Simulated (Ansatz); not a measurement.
**GaP: the band gap up the ladder of functionals**

The task here is to estimate one member of a computed series from the others.

The runs shown are made with Ansatz 0.2.0. PAW datasets, plane waves. The values are computed, spin-unpolarised, and not measurements.

**The structure to begin with**

The cell was relaxed beforehand with r2SCAN.

Space group F-43m (No. 216), cubic; conventional cell a = 5.451 Å, 20.24 Å³ an atom. Ga has 4 P at 2.36 Å; P has 4 Ga at 2.36 Å.

The structure in full:

```cif
data_structure
_symmetry_space_group_name_H-M 'P 1'
_symmetry_Int_Tables_number 1
_cell_length_a 3.8543
_cell_length_b 3.8543
_cell_length_c 3.8543
_cell_angle_alpha 60.000
_cell_angle_beta 60.000
_cell_angle_gamma 60.000
_cell_volume 40.49
loop_
_atom_site_label
_atom_site_type_symbol
_atom_site_fract_x
_atom_site_fract_y
_atom_site_fract_z
_atom_site_occupancy
Ga1 Ga 0.00000 0.00000 0.00000 1
P1 P 0.25000 0.25000 0.25000 1
```

The first run:

The input, input.yaml:

```yaml
crystal:
  lattice:
    - [0.0, 2.7253992947, 2.7253992947]
    - [2.7253992947, 0.0, 2.7253992947]
    - [2.7253992947, 2.7253992947, 0.0]
  atoms:
    - { symbol: Ga, position: [0.0, 0.0, 0.0] }
    - { symbol: P, position: [0.25, 0.25, 0.25] }
kpoints:
  mp_grid: { grid: [8, 8, 8] }
  band_path:
    path:
      - [[0.0, 0.0, 0.0], [-0.5, -0.5, -2.664161967407e-34], [-0.375, -0.375, 0.25]]
      - [[-0.375, 9.622216063441e-18, 0.375], [0.0, 0.0, 0.0], [6.414810708961e-18, 6.414810708961e-18, 0.5], [-0.5, -0.25, 0.25], [-0.5, -0.5, -2.664161967407e-34]]
    npoints: 10
hamiltonian:
  xc: pbe
scf:
  occupations: { method: fermi_dirac, width: 0.02 }
  n_extra_bands: 4
output:
  forces: true
  stress: true
  eigenvalues: true
```

Command:

```console
$ ansatz run input.yaml --threads 4 --pin off --max-ram 7372MiB --backend cpu --events-out ev --progress --plain --runs-dir out
```

Steps of the session up to this table: PBE bands along the symmetry lines; r2SCAN; HSE06; PBE+SOC; Single point with PBE0; LDA; One-shot GW from PBE; G0W0 on PBE; DDH-PBE0; HSE06+SOC; LC-ωPBE; Hartree-Fock.

One of the session's tables, all rows but one given; the rest of the session is left out.

```
                     level  gap (eV)
                       PBE      1.60
                    r2SCAN      1.84
                     HSE06      2.26
                   PBE+SOC      1.56
                      PBE0      2.93
                       LDA      1.44
G0W0@PBE (120 empty bands)      2.03
G0W0@PBE (299 empty bands)         ?
                  DDH-PBE0      2.09
                 HSE06+SOC      2.25
                   LC-ωPBE      6.60
              Hartree-Fock      7.60
```

Estimate the missing values for G0W0@PBE (299 empty bands).

The run gave: gap (eV): 2.11. In the column «gap (eV)» it lies between DDH-PBE0 (2.09) and HSE06+SOC (2.25).

Meshes: PBE 8×8×8, r2SCAN 8×8×8, HSE06 6×6×6, PBE+SOC 8×8×8, PBE0 6×6×6, LDA 8×8×8, DDH-PBE0 6×6×6, HSE06+SOC 4×4×4, LC-ωPBE 6×6×6, Hartree-Fock 6×6×6.

To keep in mind: Warnings in the runs' records: stress exchange threshold loose, stress scf threshold loose.
